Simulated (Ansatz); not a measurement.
All numbers below come from DFT, LDA (PW92), plane waves (420 eV) with PAW, scalar-relativistic (Ansatz 0.2.0). (PAW data from PBE, frozen cores regenerated.)

An element in the fcc structure gives this curve. The cell is scaled uniformly from the relaxed one, with fractional coordinates and shape fixed. Energies are extrapolated to zero smearing, pressures are those at the given smearing. Magnetic state: spin not included.

```json
{"V (Å³/atom)": "19.384", "E − E₀ (meV/atom)": "69.4", "P (GPa)": "10.30"}
{"V (Å³/atom)": "20.265", "E − E₀ (meV/atom)": "26.7", "P (GPa)": "5.62"}
{"V (Å³/atom)": "21.146", "E − E₀ (meV/atom)": "5.8", "P (GPa)": "2.27"}
{"V (Å³/atom)": "22.027", "E − E₀ (meV/atom)": "0.2", "P (GPa)": "-0.08"}
{"V (Å³/atom)": "22.908", "E − E₀ (meV/atom)": "5.0", "P (GPa)": "-1.72"}
{"V (Å³/atom)": "23.789", "E − E₀ (meV/atom)": "17.3", "P (GPa)": "-2.89"}
{"V (Å³/atom)": "24.670", "E − E₀ (meV/atom)": "35.1", "P (GPa)": "-3.71"}
```

Which element is it?
A. cadmium
B. lithium
C. indium
D. mercury

D. Its fit is V₀ = 22.00 Å³/atom, B₀ = 49 GPa, B₀′ = 7.9.
